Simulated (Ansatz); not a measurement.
# LiF (Griceite) (Fm-3m) in Ansatz: notebook, part 2 of 2

Ansatz 0.2.0. The steps go on from the part before.

### Step 5. Born charges and dielectric tensor, LDA, collinear spin, ferromagnetic start

File run.py:

```python
import json

import ase.io
import numpy as np

import ansatz as az

atoms = ase.io.read("LiF.cif")
atoms.info.pop("occupancy", None)
atoms.set_initial_magnetic_moments([0.5, 0.0])

calculation = (
    az.Crystal.from_ase(atoms)
    .calculation()
    .kpoints(11, 11, 11)
    .functional("lda")
    .pseudopotentials(kind="paw", accuracy="standard", xc_functional="lda")
    .spin("collinear")
    .occupations(method="gaussian", width=0.01)
    .dielectric(method="response")
    .band_table(publish=True)
)
outcome = calculation.run(threads=2, events_out="events.jsonl")

report = outcome.report
for line in open("events.jsonl"):
    event = json.loads(line)
    if event["event"] == "scf_iter":
        d = event["data"]
        print(f"SCF {d['iter']:3d}  HF = {d['harris_foulkes_ev']:.6f} eV  dr2 = {d['dr2_ev']:.2e} eV")
    elif event["event"] in ("relax_step", "md_step"):
        d = event["data"]
        print(f"{event['event']} {d['step']:3d}  E = {d['lagrangian_ev']:.6f} eV")
np.set_printoptions(precision=5, suppress=True, linewidth=110)
print("converged:", report["converged"], "after", report["n_iterations"], "iterations")
print(f"free energy {report['free_energy_ev']:.6f} eV, Fermi level {report['fermi_energy_ev']:.4f} eV")
for key in ("band_edges_ev", "magnetization_mub", "site_moments_mub", "site_moments_nc_mub", "forces_ev_ang",
                "stress_gpa", "kpoints_frac", "eigenvalues_ev"):
    if report.get(key) is not None:
        print(key, np.array(report[key]), sep="\n")
```

File LiF.cif:

```cif
data_LiF
_cell_length_a 2.84822611
_cell_length_b 2.84822611
_cell_length_c 2.84822611
_cell_angle_alpha 60.00000000
_cell_angle_beta 60.00000000
_cell_angle_gamma 60.00000000
_space_group_name_H-M_alt 'P1'
_space_group_name_Hall 'P 1'
_space_group_IT_number 1
loop_
_space_group_symop_operation_xyz
'x,y,z'
loop_
_atom_site_label
_atom_site_type_symbol
_atom_site_symmetry_multiplicity
_atom_site_Wyckoff_symbol
_atom_site_fract_x
_atom_site_fract_y
_atom_site_fract_z
_atom_site_occupancy
F1 F 1 a 0.5000000000 0.5000000000 0.5000000000 1
Li1 Li 1 a 0.0000000000 0.0000000000 0.0000000000 1
```

Potentials or basis: JTH PAW LDA.

The run is started by

```console
$ python run.py
```

What it wrote:

```text
DeckWarning: basis.ecutwfc = 1500 eV, auto-derived from the records' recommended cutoffs: set by F (normal level)
DeckWarning: pseudopotentials/F.paw.azcp: the checks of this F dataset prove no rule for summing its radial tables, as where they were carried onto another mesh than they were made on, and Gregory's rule is taken, under which a leading mesh point left out moves its sums only by what lay on the interval it spanned. That does not make them correct, and they differ from Quantum ESPRESSO's on this file; a re-export a [...]
DeckWarning: pseudopotentials/Li.paw.azcp: the checks of this Li dataset prove no rule for summing its radial tables, as where they were carried onto another mesh than they were made on, and Gregory's rule is taken, under which a leading mesh point left out moves its sums only by what lay on the interval it spanned. That does not make them correct, and they differ from Quantum ESPRESSO's on this file; a re-export [...]
PlacementWarning: RAYON_NUM_THREADS=2 ignored (pool sized by the plan → 2); use plan(threads=…)
RunWarning: a single point of the input's cell can leave the moments in the input for a lower state (scf.lower_state_search): this run first made a single point of its cell. This run's own SCFs start from that state's density, with no starting moments. The single point did not stay on the moments in the input, or on the state to which they lead. To start from the moments in the input alone, type scf.lower_state_search: off (mome [...]
SCF   1  HF = -998.184675 eV  dr2 = 4.18e-12 eV
SCF   2  HF = -998.184675 eV  dr2 = 1.55e-12 eV
converged: True after 2 iterations
free energy -998.184675 eV, Fermi level 4.9895 eV
band_edges_ev
[0.58409 9.3948 ]
magnetization_mub
0.0
site_moments_mub
[0. 0.]
kpoints_frac
[[ 0.       0.       0.     ]
 [ 0.       0.       0.09091]
 [ 0.       0.       0.18182]
 [ 0.       0.       0.27273]
 [ 0.       0.       0.36364]
 [ 0.       0.       0.45455]
 [ 0.       0.09091  0.     ]
 [ 0.       0.09091  0.09091]
 [ 0.       0.09091  0.18182]
 [ 0.       0.09091  0.27273]
 [ 0.       0.09091  0.36364]
 [ 0.       0.09091  0.45455]
 [ 0.       0.09091 -0.45455]
 [ 0.       0.09091 -0.36364]
 [ 0.       0.09091 -0.27273]
 [ 0.       0.09091 -0.18182]
 [ 0.       0.09091 -0.09091]
 [ 0.       0.18182  0.     ]
 [ 0.       0.18182  0.09091]
 [ 0.       0.18182  0.18182]
 [ 0.       0.18182  0.27273]
 [ 0.       0.18182  0.36364]
 [ 0.       0.18182  0.45455]
 [ 0.       0.18182 -0.45455]
 [ 0.       0.18182 -0.36364]
 [ 0.       0.18182 -0.27273]
 [ 0.       0.18182 -0.18182]
 [ 0.       0.18182 -0.09091]
 [ 0.       0.27273  0.     ]
 [ 0.       0.27273  0.09091]
 [ 0.       0.27273  0.18182]
 [ 0.       0.27273  0.27273]
 [ 0.       0.27273  0.36364]
 [ 0.       0.27273  0.45455]
 [ 0.       0.27273 -0.45455]
 [ 0.       0.27273 -0.36364]
 [ 0.       0.27273 -0.27273]
 [ 0.       0.27273 -0.18182]
 [ 0.       0.27273 -0.09091]
 [ 0.       0.36364  0.     ]
 [ 0.       0.36364  0.09091]
 [ 0.       0.36364  0.18182]
 [ 0.       0.36364  0.27273]
[... 70 lines left out ...]
 [ 0.18182  0.45455  0.09091]
 [ 0.18182  0.45455  0.18182]
 [ 0.18182  0.45455  0.27273]
 [ 0.18182  0.45455  0.36364]
 [ 0.18182  0.45455  0.45455]
 [ 0.18182  0.45455 -0.45455]
 [ 0.18182  0.45455 -0.36364]
 [ 0.18182  0.45455 -0.27273]
 [ 0.18182  0.45455 -0.18182]
 [ 0.18182  0.45455 -0.09091]
 [ 0.18182 -0.45455  0.     ]
 [ 0.18182 -0.45455  0.09091]
 [ 0.18182 -0.45455  0.18182]
 [ 0.18182 -0.45455  0.27273]
 [ 0.18182 -0.45455  0.36364]
 [ 0.18182 -0.45455  0.45455]
 [ 0.18182 -0.45455 -0.45455]
 [ 0.18182 -0.45455 -0.36364]
 [ 0.18182 -0.45455 -0.27273]
 [ 0.18182 -0.45455 -0.18182]
 [ 0.18182 -0.45455 -0.09091]
 [ 0.27273 -0.45455  0.     ]
 [ 0.27273 -0.45455  0.09091]
 [ 0.27273 -0.45455  0.18182]
 [ 0.27273 -0.45455  0.27273]
 [ 0.27273 -0.45455 -0.36364]
 [ 0.27273 -0.45455 -0.27273]
 [ 0.27273 -0.36364  0.     ]
 [ 0.27273 -0.36364  0.09091]
 [ 0.27273 -0.36364  0.36364]
 [ 0.27273 -0.36364  0.45455]
 [ 0.27273 -0.36364 -0.45455]
 [ 0.27273 -0.36364 -0.36364]]
eigenvalues_ev
[[-39.15675 -18.99999   0.58261 ...  24.03639  24.03639  24.03639]
 [-39.15129 -18.96731   0.33604 ...  21.72517  22.97866  22.97866]
 [-39.13665 -18.87768  -0.27489 ...  19.3811   21.60597  21.60597]
 ...
 [-39.07323 -18.35313  -1.67441 ...  15.49287  18.49603  19.49257]
 [-39.07202 -18.33509  -1.85077 ...  15.37532  18.57743  19.58749]
 [-39.07156 -18.32833  -1.91244 ...  15.12389  18.80117  19.70535]]
```

It took 30 s on 2 threads of Arm Neoverse V1, shared host; peak memory 0.9 GiB.

What came out:

| Item | Value |
| --- | --- |
| Free energy | -998.1847 eV |
| Band gap on the k mesh | 8.81 eV, direct |
| Net moment | 0.00 μB per cell |
| Absolute moment | 0.00 μB per cell |
| Electronic dielectric tensor (diagonal) | 2.09 |
| Born charges (mean of the diagonal) | F -1.05; Li +1.05 e |

Levels at points of the mesh, in eV from the valence-band top:
Spin up:
| k point | band 3 | band 4 | band 5 | band 6 | band 7 | band 8 |
| --- | --- | --- | --- | --- | --- | --- |
| (0.00, 0.00, 0.00) | 0.00 | 0.00 | 0.00 | 8.81 | 23.45 | 23.45 |
Spin down:
```
           k point  band 2  band 3  band 4  band 5  band 6  band 7  band 8  band 9
(0.00, 0.00, 0.00)  -19.58    0.00    0.00    0.00    8.81   23.45   23.45   23.45
```

Electronic dielectric tensor:
```
2.09 0.00 0.00
0.00 2.09 0.00
0.00 0.00 2.09
```

Born effective charge tensors (e):
atom 1, F
```
-1.05  0.00  0.00
 0.00 -1.05  0.00
 0.00  0.00 -1.05
```
atom 2, Li
```
1.05 0.00 0.00
0.00 1.05 0.00
0.00 0.00 1.05
```

Caveat: odd divisions of the mesh miss points on the zone boundary, where band edges often lie, so the gap on the mesh can be too wide.

### Step 6. Overview

```tsv
task	level	potentials or basis	spin	cell	cutoff (eV)	smearing	driver	eos	gap on the mesh (eV)
Born charges and dielectric tensor	BPBE	Ansatz NC	off	volume scaled by 0.96	1320	fixed	chain	-	9.52
Born charges and dielectric tensor	BPBE	Ansatz NC	off	volume scaled by 0.96	1320	fixed	-	-	9.52
equation of state	PBE	PseudoDojo standard	off	as given	1143	fixed	calculator	birchmurnaghan	-
Born charges and dielectric tensor	LDA	JTH PAW LDA	collinear, ferromagnetic start	as given	1500	gaussian 0.01 eV	chain	-	8.81
```

Alike in all rows: k mesh 11 × 11 × 11.

Caveats: odd divisions of the mesh miss points on the zone boundary, where band edges often lie, so the gap on the mesh can be too wide (some runs).

Total energies depend on the potentials used, so only differences within one code and one set of settings carry meaning.

### Step 7. How close it comes

Step 5. Against the measured high-frequency dielectric constant of LiF, 1.93 (a printed reference work, monograph), the calculated 2.09 is off by +8.1 %.
